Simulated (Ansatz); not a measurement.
Write the native input for Ansatz 0.2.0 that does the following.

```yaml
Task: single point
Functional: PBE
Potentials_or_basis: all-electron LAPW, scalar-relativistic
Cutoff: 168 eV (chosen from the basis error)
Basis_error_allowed: 0.001 eV/atom
k_mesh: 9 × 9 × 5
Occupations: gaussian, width 0.1 eV
Spin: no spin polarisation
```

The system is In.

```
CELL_PARAMETERS angstrom
3.33548 0.00000 0.00000
-1.66774 2.88861 0.00000
0.00000 0.00000 5.50914
ATOMIC_POSITIONS crystal
In 0.66667 0.33333 0.75000
In 0.33333 0.66667 0.25000
```

This isn't the form of In at room conditions, which is tetragonal.

These files were run (other wordings do the same):

input.yaml

```yaml
crystal:
  lattice:
    - [3.335484782, 0.0, 0.0]
    - [-1.667742391, 2.8886145552, 0.0]
    - [0.0, 0.0, 5.50914292]
  atoms:
    - { symbol: In, position: [0.6666666667, 0.3333333333, 0.75] }
    - { symbol: In, position: [0.3333333333, 0.6666666667, 0.25] }
kpoints:
  mp_grid: { grid: [9, 9, 5] }
scf:
  occupations: { method: gaussian, width: 0.1 }
hamiltonian:
  xc: pbe
  pseudopotentials: { kind: all_electron, lapw: { basis_error: 0.001 } }
output:
  forces: true
  stress: true
  eigenvalues: true
```

Potentials or basis: all-electron LAPW, scalar-relativistic.

Command:

```sh
$ ansatz run input.yaml --threads 1 --pin off --max-ram 3072MiB --backend cpu --events-out ev --progress --plain --runs-dir out
```

It gave:

```json
{"Pressure": "1.5 GPa", "Band gap on the k mesh": "none (metal or under the smearing width)"}
```

Run time: 12 s on 1 thread of Arm Neoverse N1, with other jobs on the host, peak memory 0.28 GiB.
